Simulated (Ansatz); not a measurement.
Input and command of a calculation in Ansatz (plane waves; scalar-relativistic PAW potentials unless the input names others):

```yaml
crystal:
  lattice:
    - [-3.8512806395, 0.0, 0.0]
    - [0.0, 0.0, -6.3650227019]
    - [0.0, -6.6706137419, 0.0]
  atoms:
    - { symbol: Si, position: [0.5454394308, 0.9370690601, 0.1666666667] }
    - { symbol: Si, position: [-0.0454394308, 0.9370690601, 0.6666666667] }
    - { symbol: Si, position: [0.0454394308, 0.4370690601, 0.3333333333] }
    - { symbol: Si, position: [0.4545605692, 0.4370690601, 0.8333333333] }
    - { symbol: Si, position: [0.4545605692, 0.5629309399, 0.1666666667] }
    - { symbol: Si, position: [0.0454394308, 0.5629309399, 0.6666666667] }
    - { symbol: Si, position: [-0.0454394308, 0.0629309399, 0.3333333333] }
    - { symbol: Si, position: [0.5454394308, 0.0629309399, 0.8333333333] }
basis:
  ecutwfc: 420
kpoints:
  mp_grid: { grid: [8, 5, 5], shift: [0.5, 0.5, 0.5] }
hamiltonian:
  xc: pbe
scf:
  occupations: { method: gaussian, width: 0.05 }
output:
  forces: true
  eigenvalues: true
  stress: true
```

```bash
ansatz run input.yaml --threads 2 --pin off --max-ram 5120MiB --backend cpu --events-out ev --progress --plain --runs-dir out
```

Abridged log:
```
Pseudopotentials: kind: paw
Pseudopotential: Si, paw, valence charge 4, recommended cutoff 420 eV (normal)
Functional definition: PBE
Crystal: 8 atoms, lattice volume = 163.520 Å³
Basis set: ecut = 420 eV, 3203 PW (Γ), exchange–correlation on 54×90×90 points (8 copies of the dense FFT grid, shifted against one another)
Bands: 24, of which v1, the nominal top of the filled ones, is band 16 counted from 1 (15 counted from 0)
Symmetry: 8 space group operations
Space group: Pnna (ITA 52), of the structure as read, at distance tolerance 5.5e-5 Å
k-points: 36 of 200
Initial density: superposition of atomic densities (neutral atoms: chi_scale 0, normalization atom), corrected by the library's trained network
Initial wavefunctions: pseudopotential atomic-orbital guess
Functional: x = pbe(κ = 0.804, μ = 0.21951497), c = pbe(β = 0.06672455)
SCF iter   1: F=—  HF=-5083.502515 eV  |F-HF|=—  |Δ(HF+E_count)|=         —  Δρ=1.41e-3  dr2=3.20e-3  ethr=1.77e-3  ⟨swp⟩=7.7  Hψ=5340  notcnv=0  defer=2
SCF iter   2: F=—  HF=-5083.504542 eV  |F-HF|=—  |Δ(HF+E_count)|=   2.03e-3  Δρ=8.19e-4  dr2=9.94e-4  ethr=9.99e-6  ⟨swp⟩=2.4  Hψ=1651  notcnv=0  defer=3
SCF iter   3: F=—  HF=-5083.505173 eV  |F-HF|=—  |Δ(HF+E_count)|=   6.32e-4  Δρ=1.51e-4  dr2=5.78e-5  ethr=3.10e-6  ⟨swp⟩=2.1  Hψ=1282  notcnv=0
automatic band count: iteration 3 solves 23 bands in place of 24: the levels show a gap, and the empty bands left out lie too high to hold charge; the band table lists the bands solved (type scf.n_extra_bands for more)
SCF iter   4: F=—  HF=-5083.505199 eV  |F-HF|=—  |Δ(HF+E_count)|=   2.59e-5  Δρ=7.60e-5  dr2=1.34e-5  ethr=1.81e-7  ⟨swp⟩=2.8  Hψ=1353  notcnv=0
SCF iter   5: F=—  HF=-5083.505211 eV  |F-HF|=—  |Δ(HF+E_count)|=   1.15e-5  Δρ=2.24e-5  dr2=1.27e-6  ethr=4.19e-8  ⟨swp⟩=2.0  Hψ=1336  notcnv=0
SCF iter   6: F=-5083.505210 eV  HF=-5083.505210 eV  |F-HF|=4.27e-8  |Δ(HF+E_count)|=   3.47e-7  Δρ=5.20e-6  dr2=7.62e-8  ethr=3.13e-10  ⟨swp⟩=7.4  Hψ=4378  notcnv=0
SCF 1 converged in 6 iterations: F = -5083.505210 eV  dr2 = 7.62e-8
SCF converged after 6 iterations
Free energy (F): -5083.505210 eV
Harris-Foulkes:  -5083.505210 eV  (|F-HF|=4.27e-8)
Internal energy: -5083.505210 eV  (E = F + TS)
E sigma→0 (E₀):  -5083.505210 eV
Fermi energy:    6.461890 eV
--- Forces (eV/Å), atoms counted from 1 ---
  atom   1  Si     4.21448428     1.50679750     1.19872029
  atom   2  Si    -4.21448428     1.50679750     1.19872029
  atom   3  Si     4.21448428    -1.50679750     1.19872029
  atom   4  Si    -4.21448428    -1.50679750     1.19872029
  atom   5  Si    -4.21448428     1.50679750    -1.19872029
  atom   6  Si     4.21448428     1.50679750    -1.19872029
  atom   7  Si    -4.21448428    -1.50679750    -1.19872029
  atom   8  Si     4.21448428    -1.50679750    -1.19872029
--- Stress (GPa, compression-positive) ---
        8.321318       0.000000       0.000000
        0.000000       6.225709       0.000000
        0.000000       0.000000       1.043311
  P = ⅓ Tr σ = 5.1968 GPa (51.968 kbar)
```

Apart from outputs and empty bands, the input differs from a reference run on usual settings in kpoints.mp_grid.grid: [10, 6, 6] → [8, 5, 5]; kpoints.mp_grid.shift: not typed → [0.5, 0.5, 0.5]. The reference, at the same geometry (not necessarily relaxed), gave pressure 5.17 GPa, largest force 4.617 eV/Å, no gap on the mesh. This run converged in 6 SCF iterations (reference: 7) with an energy at zero smearing 1.11 meV/atom below the reference's, pressure 5.20 GPa, largest force 4.633 eV/Å, gap on the mesh 0.52 eV. Its k mesh is looser than usual, and the result moved.

It took 7 s on 2 threads of Intel(R) Xeon(R) Processor @ 2.70GHz, on a shared host, peak memory 0.46 GiB.